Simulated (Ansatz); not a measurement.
# C under changes of volume

One of the cells (9.153 Å³/atom); the others are scaled copies at fixed shape and fractional positions:

```
C
1.0
     2.12732   -1.22828    0.00000
     2.12732    1.22828    0.00000
    -1.37907    0.00000    3.50283
C
2
Cartesian
  -0.6699 0.0000 3.5025
  3.5455 0.0000 0.0003
```

This is a stacking variant of graphite.

```yaml
Program: Ansatz 0.2.0
Functional: LDA
Potentials_or_basis: all-electron LAPW, scalar-relativistic
Cutoff: 532 eV (chosen from the basis error)
Basis_error_allowed: 0.001 eV/atom
k_mesh: 13 × 13 × 8
Occupations: fermi-dirac, width 0.05 eV
Spin: no spin polarisation
```

```tsv
volume (Å³/atom)	energy over the lowest point (meV/atom)	pressure (GPa)	gap on the mesh (eV)
8.604	17.41	14.2	0.92
8.787	?	?	?
8.970	0.00	1.5	0.91
9.153	1.55	-4.1	0.90
9.336	9.14	-9.1	0.89
9.519	22.24	-13.7	0.89
9.702	40.36	-17.9	0.88
```

Question: What does the run at 8.787 Å³/atom give?

Answer: Energy over the lowest point 5.07 meV/atom; pressure 7.5 GPa; gap on the mesh 0.91 eV.

Worked out: A Birch-Murnaghan fit of order 3 (a polynomial in V^(-2/3)) to the other rows has its minimum at 9.02 Å³/atom with B0 = V·E''(V) = 279 GPa and B' = 3.6 at fixed shape and positions, which overstates the stiffness. It gives 5.07 meV/atom at 8.787 Å³/atom, against the run's 5.07, and -dE/dV = 7.5 GPa, against 7.5. A straight line through the other rows of the gap, of slope -0.335 eV per unit of ln V, gives 0.91 eV, against the run's 0.91.

Energies are extrapolated to zero smearing.

Caveats: an odd mesh through Γ misses points on the zone boundary, where band edges often lie.
